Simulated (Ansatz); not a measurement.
System: GaN (honeycomb monolayer).

The cell holds 2 atoms: 1 Ga and 1 N. Cell: a = 3.179 Å, b = 3.179 Å, c = 23.200 Å, α = 90.0°, β = 90.0°, γ = 120.0°. Vacuum lies along c.

```xyz
2
Lattice="3.1788 0.0000 0.0000 -1.5894 2.7529 0.0000 0.0000 0.0000 23.2000" Properties=species:S:1:pos:R:3
Ga    0.0000    1.8353   11.6000
N     1.5894    0.9176   11.6000
```

The structure was relaxed with PBEsol-D3(BJ). The runs that relaxed it are not among those shown.

Gaps computed with Ansatz 0.2.0 without a self-energy: PBEsol 2.35 eV, PBEsol+SOC 2.35 eV and HSE06 3.58 eV.

Q: Estimate the G0W0@PBEsol gap with 6×6×1 mesh, 299 empty bands, screening to 75 eV, PAW set soft_1 files.

About 4.41 eV: on its mesh the run moves the gap from 2.35 eV by +2.06 eV. Among the scalar-relativistic levels given, HSE06 is nearest (−0.83 eV). Bands and cutoff are finite, so the gap is not at the basis limit. The miss can reach some tenths of an eV and take either sign; the mesh is an error of its own. The mesh in the plane is coarse for a sheet; gap and any exciton binding can still move on denser ones. The many-body steps are scalar-relativistic: spin-orbit coupling is not in them.

[Paths, hosts, dates, memory and timing lines, banners, echoed tables and standing remarks are left out of the program output.]

[Logs are printed without paths, hosts, clocks, repeated set-up lines and the standing remarks that a program may print on its own settings, such as how far it seeks lower states.]

[Runs of the session that timed out or met a known fault of the program may be left out.]

[Cells called generated may have been cut or substituted from an entry of the Crystallography Open Database or the Materials Project.]

[Hosts, paths, dates, database ids (printed as entryN), source tags and the programs' standing remarks are cut or masked in the printed files.]
